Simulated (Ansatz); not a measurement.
Calculation for Sc (simple hexagonal type): DFT, PBE, PAW with Ansatz's default frozen-core files, scalar-relativistic (Ansatz 0.2.0). This run: simple hexagonal relaxed under pressure.

The start is a guessed cell of a prototype that needn't be stable.

Command: `ansatz run input.yaml --threads 1 --pin off --max-ram 3584MiB --backend cpu --events-out ev --progress --plain --runs-dir out` It took 14 s on 1 thread of AMD EPYC 7R43 64-Core Processor (Zen 3) (shared host), peak memory 0.39 GiB.

```yaml
crystal:
  lattice:
    - [2.668706662, 0.0, 0.0]
    - [-1.334353331, 2.3111677645, 0.0]
    - [0.0, 0.0, 2.5085842622]
  atoms:
    - { symbol: Sc, position: [0.0, 0.0, 0.0] }
kpoints:
  mp_grid: { grid: [16, 16, 15] }
scf:
  occupations: { method: fermi_dirac, width: 0.05 }
hamiltonian:
  xc: pbe
  pseudopotentials: { kind: paw }
output:
  forces: true
  stress: true
  eigenvalues: true
  write_density: true
  write_potential: true
  elf: true
  volumetric_format: npy
relax:
  f_tol: 0.005
  max_steps: 40
  cell: { p_target: 51.0, stress_tol: 0.03 }
```

Output:

```
Engine: ansatz 0.2.0
Pseudopotentials: kind: paw
Pseudopotential: Sc, paw, valence charge 11, recommended cutoff 420 eV (normal), Sc.paw.azcp
Functional definition: PBE
  parameter kappa = 0.804
  parameter beta = 0.06672455060314922
  exchange = pbe_x(kappa = kappa, mu = beta*pi^2/3)
  correlation = pbe_c(beta = beta)
Crystal: 1 atoms, lattice volume = 15.473 Å³
Basis set: ecut = 420 eV, 315 PW (Γ), exchange–correlation on 36×36×36 points (8 copies of the dense FFT grid, shifted against one another)
Bands: 10, of which v1, the nominal top of the filled ones, is band 6 counted from 1 (5 counted from 0)
Symmetry: 24 space group operations
Space group: P6/mmm (ITA 191), of the structure as read, at distance tolerance 2.5e-5 Å
k-points: 240 of 3840
Non-local potential: Sc, projectors of the file, l = 0: 3, l = 1: 2, l = 2: 3, l = 3: 1
PAW form: soft (Blöchl's): semilocal exchange-correlation on the pseudo side does not see the compensation charge
PAW one-centre angular grid: Sc, 590 points (default); XC on 64 Gauss nodes
Initial density: superposition of atomic densities (neutral atoms: chi_scale 0, normalization atom), corrected by the library's trained network
Initial wavefunctions: pseudopotential atomic-orbital guess
Functional: x = pbe(κ = 0.804, μ = 0.2195149727645171), c = pbe(β = 0.06672455060314922)
SCF iter   1: F=—  HF=-2134.414908 eV  |F-HF|=—  |Δ(HF+E_count)|=         —  Δρ=8.03e-3  dr2=8.27e-3  ethr=1.77e-3  ⟨swp⟩=4.2  Hψ=12664  notcnv=0
preconditioner: auto → none  [metal: Δε(μ)=0.012 eV  Ē_g=5.513 eV  σ=0.050 eV  W_gap=0.06  n_scr=2 (ndim 8)  ℏωp=16.4 eV  f_vac=0.000  D(μ)=1.57/eV (n_scr^D=20)  sad-step TF]
SCF iter   2: F=—  HF=-2134.414989 eV  |F-HF|=—  |Δ(HF+E_count)|=   8.11e-5  Δρ=4.93e-3  dr2=3.25e-3  ethr=7.51e-5  ⟨swp⟩=2.0  Hψ=5234  notcnv=0
SCF iter   3: F=—  HF=-2134.415169 eV  |F-HF|=—  |Δ(HF+E_count)|=   1.80e-4  Δρ=8.03e-4  dr2=8.60e-5  ethr=2.95e-5  ⟨swp⟩=2.5  Hψ=3434  notcnv=0
SCF iter   4: F=—  HF=-2134.415133 eV  |F-HF|=—  |Δ(HF+E_count)|=   3.57e-5  Δρ=1.56e-4  dr2=1.60e-6  ethr=7.82e-7  ⟨swp⟩=2.4  Hψ=3560  notcnv=0
SCF iter   5: F=—  HF=-2134.415136 eV  |F-HF|=—  |Δ(HF+E_count)|=   3.32e-6  Δρ=3.29e-5  dr2=1.72e-7  ethr=1.45e-8  ⟨swp⟩=2.7  Hψ=3677  notcnv=0
SCF iter   6: F=-2134.415136 eV  HF=-2134.415136 eV  |F-HF|=4.56e-9  |Δ(HF+E_count)|=   2.32e-8  Δρ=7.71e-6  dr2=8.63e-9  ethr=9.09e-10  ⟨swp⟩=7.0  Hψ=13092  notcnv=0
SCF 1 converged in 6 iterations: F = -2134.415136 eV  dr2 = 8.63e-9
  greatest PAW one-centre occupation: 0.998 electrons in one spin orbital (limit 2), on the Sc atom at site 0 (counted from 0), in its partial waves of l = 0
relax step   1: F+E_penalty+E_count = -2134.41513625 eV  Δ(F+E_penalty+E_count) = +0.000e0 eV  max|allowed force component| = 0.000e0 eV/Å  Δτ_max = 0.0000 Å  P = +44.346 GPa  Ω = 15.473 Å³  (6 SCF iters, dr2 threshold 1.00e-7 eV, accepted)
Crystal: 1 atoms, lattice volume = 14.691 Å³
Basis set: ecut = 420 eV, 279 PW (Γ), exchange–correlation on 36×36×36 points (8 copies of the dense FFT grid, shifted against one another)
Initial density: handed on by an earlier stage of this run
Initial wavefunctions: those handed on with the density
iter 1 solved again at ethr=2.45e-6 eV; its pass at ethr=3.10e-3 eV (dr2=2.70e-4 eV) is discarded
SCF iter   1: F=—  HF=-2134.180601 eV  |F-HF|=—  |Δ(HF+E_count)|=         —  Δρ=1.51e-3  dr2=2.92e-4  ethr=2.45e-6  ⟨swp⟩=1.4  Hψ=16339  notcnv=0
preconditioner: auto → none  [metal: Δε(μ)=0.007 eV  Ē_g=22.803 eV  σ=0.050 eV  W_gap=0.03  n_scr=2 (ndim 8)  ℏωp=29.1 eV  f_vac=0.000  D(μ)=1.32/eV (n_scr^D=20)]
SCF iter   2: F=—  HF=-2134.180702 eV  |F-HF|=—  |Δ(HF+E_count)|=   1.01e-4  Δρ=3.94e-4  dr2=1.39e-5  ethr=2.45e-6  ⟨swp⟩=2.0  Hψ=3209  notcnv=0
SCF iter   3: F=—  HF=-2134.180762 eV  |F-HF|=—  |Δ(HF+E_count)|=   5.95e-5  Δρ=9.12e-5  dr2=6.30e-7  ethr=1.26e-7  ⟨swp⟩=2.2  Hψ=3012  notcnv=0
SCF iter   4: F=-2134.180766 eV  HF=-2134.180766 eV  |F-HF|=1.83e-8  |Δ(HF+E_count)|=   4.29e-6  Δρ=1.34e-5  dr2=1.98e-8  ethr=9.09e-10  ⟨swp⟩=8.1  Hψ=14929  notcnv=0
SCF 2 converged in 4 iterations: F = -2134.180766 eV  dr2 = 1.98e-8
relax step   2: F+E_penalty+E_count = -2134.18076596 eV  Δ(F+E_penalty+E_count) = +2.344e-1 eV  max|allowed force component| = 0.000e0 eV/Å  Δτ_max = 0.0000 Å  P = +53.239 GPa  Ω = 14.691 Å³  energy of the carried Pulay correction = +2.692e-4 eV  (4 SCF iters, dr2 threshold 1.00e-7 eV, accepted)
Crystal: 1 atoms, lattice volume = 14.873 Å³
iter 1 solved again at ethr=4.47e-7 eV; its pass at ethr=3.10e-3 eV (dr2=4.92e-5 eV) is discarded
SCF iter   1: F=—  HF=-2134.240130 eV  |F-HF|=—  |Δ(HF+E_count)|=         —  Δρ=5.86e-4  dr2=5.73e-5  ethr=4.47e-7  ⟨swp⟩=2.0  Hψ=15885  notcnv=0
preconditioner: auto → none  [metal: Δε(μ)=0.021 eV  Ē_g=22.737 eV  σ=0.050 eV  W_gap=0.11  n_scr=2 (ndim 8)  ℏωp=28.9 eV  f_vac=0.000  D(μ)=1.36/eV (n_scr^D=20)]
SCF iter   2: F=—  HF=-2134.240120 eV  |F-HF|=—  |Δ(HF+E_count)|=   9.59e-6  Δρ=1.57e-4  dr2=3.03e-6  ethr=4.47e-7  ⟨swp⟩=1.9  Hψ=3107  notcnv=0
SCF iter   3: F=—  HF=-2134.240124 eV  |F-HF|=—  |Δ(HF+E_count)|=   3.94e-6  Δρ=3.60e-5  dr2=7.11e-8  ethr=9.09e-10  ⟨swp⟩=5.0  Hψ=11616  notcnv=0
SCF iter   4: F=-2134.240124 eV  HF=-2134.240124 eV  |F-HF|=5.04e-10  |Δ(HF+E_count)|=   4.08e-7  Δρ=2.61e-6  dr2=7.26e-10  ethr=6.46e-10  ⟨swp⟩=7.5  Hψ=13307  notcnv=0
SCF 3 converged in 4 iterations: F = -2134.240124 eV  dr2 = 7.26e-10
relax step   3: F+E_penalty+E_count = -2134.24012435 eV  Δ(F+E_penalty+E_count) = -5.936e-2 eV  max|allowed force component| = 0.000e0 eV/Å  Δτ_max = 0.0000 Å  P = +51.102 GPa  Ω = 14.873 Å³  energy of the carried Pulay correction = +2.064e-4 eV  (4 SCF iters, dr2 threshold 1.00e-7 eV, accepted)
Crystal: 1 atoms, lattice volume = 14.887 Å³
iter 1 solved again at ethr=8.13e-7 eV; its pass at ethr=3.10e-3 eV (dr2=8.94e-5 eV) is discarded
SCF iter   1: F=—  HF=-2134.245087 eV  |F-HF|=—  |Δ(HF+E_count)|=         —  Δρ=8.34e-4  dr2=1.12e-4  ethr=8.13e-7  ⟨swp⟩=2.0  Hψ=15889  notcnv=0
preconditioner: auto → none  [metal: Δε(μ)=0.008 eV  Ē_g=22.747 eV  σ=0.050 eV  W_gap=0.04  n_scr=2 (ndim 8)  ℏωp=28.9 eV  f_vac=0.000  D(μ)=1.38/eV (n_scr^D=20)]
SCF iter   2: F=—  HF=-2134.245049 eV  |F-HF|=—  |Δ(HF+E_count)|=   3.72e-5  Δρ=1.63e-4  dr2=4.07e-6  ethr=8.13e-7  ⟨swp⟩=1.9  Hψ=3359  notcnv=0
[... lines left out ...]
relax step   5: F+E_penalty+E_count = -2134.24578588 eV  Δ(F+E_penalty+E_count) = -7.425e-4 eV  max|allowed force component| = 0.000e0 eV/Å  Δτ_max = 0.0000 Å  P = +51.001 GPa  Ω = 14.890 Å³  energy of the carried Pulay correction = +2.019e-4 eV  (2 SCF iters, dr2 threshold 3.09e-8 eV, accepted)
Initial wavefunctions: pseudopotential atomic-orbital guess (no wavefunctions were taken with the density)
iter 1 solved again at ethr=1.53e-8 eV; its pass at ethr=3.10e-3 eV (dr2=1.68e-6 eV) is discarded
SCF iter   1: F=—  HF=-2134.245585 eV  |F-HF|=—  |Δ(HF+E_count)|=         —  Δρ=9.03e-5  dr2=1.78e-7  ethr=1.53e-8  ⟨swp⟩=3.1  Hψ=18967  notcnv=0
preconditioner: auto → none  [metal: Δε(μ)=0.010 eV  Ē_g=22.746 eV  σ=0.050 eV  W_gap=0.05  n_scr=2 (ndim 8)  ℏωp=28.9 eV  f_vac=0.000  D(μ)=1.38/eV (n_scr^D=20)]
SCF iter   2: F=—  HF=-2134.245580 eV  |F-HF|=—  |Δ(HF+E_count)|=   4.97e-6  Δρ=4.31e-5  dr2=3.84e-8  ethr=1.61e-9  ⟨swp⟩=2.7  Hψ=3723  notcnv=0
SCF iter   3: F=—  HF=-2134.245580 eV  |F-HF|=—  |Δ(HF+E_count)|=   6.29e-8  Δρ=6.19e-6  dr2=1.88e-9  ethr=3.49e-10  ⟨swp⟩=2.4  Hψ=3474  notcnv=0
SCF iter   4: F=—  HF=-2134.245580 eV  |F-HF|=—  |Δ(HF+E_count)|=  9.21e-10  Δρ=1.22e-6  dr2=7.52e-11  ethr=1.71e-11  ⟨swp⟩=2.2  Hψ=3572  notcnv=0
SCF iter   5: F=—  HF=-2134.245580 eV  |F-HF|=—  |Δ(HF+E_count)|=  6.59e-11  Δρ=2.88e-7  dr2=8.55e-12  ethr=1.00e-12  ⟨swp⟩=2.8  Hψ=3704  notcnv=0
SCF iter   6: F=-2134.245580 eV  HF=-2134.245580 eV  |F-HF|=9.09e-13  |Δ(HF+E_count)|=    0.00e0  Δρ=4.81e-8  dr2=9.28e-14  ethr=1.00e-12  ⟨swp⟩=4.0  Hψ=7429  notcnv=0
SCF 6 converged in 6 iterations: F = -2134.245580 eV  dr2 = 9.28e-14
relax step   6: F+E_penalty+E_count = -2134.24557998 eV  Δ(F+E_penalty+E_count) = +2.059e-4 eV  max|allowed force component| = 0.000e0 eV/Å  Δτ_max = 0.0000 Å  P = +51.002 GPa  Ω = 14.890 Å³  stress off target by 2.89e-3 GPa  SCF on the basis re-selected at this cell (its energy is not comparable with the rows above)  (6 SCF iters)
basis re-selected at this cell: Δ(F+E_penalty+E_count) = +2.059e-4 eV, ΔP = +0.002 GPa vs the last step (what re-selecting the basis moved, of the pressure what is left beyond the Pulay correction that the steps carried, after the strain that the cell walked since its last selection, with what the two solves' SCF thresholds leave and, on support functions, any second-order correction that the steps lacked; it is no measure of the basis error at this ecutwfc). This SCF's stress stands 2.89e-3 GPa from its target on what of the cell is left free (relax.cell.stress_tol is 3.00e-2 GPa) and its largest allowed force component is 0.00e0 eV/Å (relax.f_tol is 5.00e-3 eV/Å): within both
SCF converged after 6 iterations
Free energy (F): -2134.245580 eV
Harris-Foulkes:  -2134.245580 eV  (|F-HF|=9.09e-13)
Internal energy: -2134.234215 eV  (E = F + TS)
E sigma→0 (E₀):  -2134.239898 eV
Entropy (-TS):   -0.011365 eV (-11.365 meV/atom)
Fermi energy:    16.368071 eV
--- Per-component energies (eV) ---
  E_band       = -83.553182
  E_kinetic    = 271.946199
  E_local      = -641.711571  (includes V_loc(G=0)·N_el)
  E_nonlocal   = 88.490549
  E_hartree    = 225.704033
  E_xc         = -107.512087
  E_vxc        = -133.537780  (∫ρ·V_xc dr)
  E_paw        = -958.143890  (= ΣΔE_a)
  E_vpaw       = -120.148658  (= ΣTr[D̂ρ^β])
  E_aug_tail   = 0.000012  (compensation charges beyond the density's cutoff)
  E_ewald      = -1013.007460
  E_smearing   = -0.011365  (= −TS)
  E_closure    = 0.000000  (closes the sum)
  Σ components = -2134.245580   (vs F -2134.245580, Δ=0.00e0)
--- Forces (eV/Å), atoms counted from 1 ---
  atom   1  Sc     0.00000000    -0.00000000     0.00000000
  max |Σ_I F_I| component: 8.22e-33 eV/Å
--- Stress (GPa, compression-positive) ---
       51.002888       0.000000       0.000000
        0.000000      51.002888       0.000000
        0.000000       0.000000      51.001619
  P = ⅓ Tr σ = 51.0025 GPa (510.025 kbar)
--- Band table (eV; the first three rows and the last of 240) ---
  k-point 0: bands = ["-32.4331", "-9.8993", "-9.8993", "-9.7927", "11.0857", "15.3093", "18.4849", "18.4849", "23.1834", "23.1834"]
  k-point 1: bands = ["-32.4135", "-9.9137", "-9.8890", "-9.8890", "11.2331", "15.4702", "18.5221", "18.5221", "23.0148", "23.0148"]
  k-point 2: bands = ["-32.3577", "-10.2476", "-9.8598", "-9.8598", "11.6463", "15.9277", "18.6292", "18.6292", "22.5622", "22.5622"]
  k-point 239: bands = ["-31.5032", "-11.7358", "-11.0293", "-10.8078", "14.4460", "15.2417", "18.7073", "19.4525", "24.0069", "29.1138"]
--- Relaxed structure (5 steps of the walk, 5 accepted, 1 SCFs on fresh bases) ---
  F+E_penalty+E_count = -2134.24557998 eV   max|allowed force component| = 0.000e0 eV/Å   (the final SCF, on the basis selected at the relaxed cell)
  cell:  # Å, volume = 14.8898 Å³
    - [2.651002144610461, 8.862856352230373e-36, 0.0]
    - [-1.3255010723052305, 2.295835202719687, 0.0]
    - [0.0, 0.0, 2.4464646512425334]
  atoms:
    - { symbol: Sc, position: [0.0, 0.0, 0.0] }
```
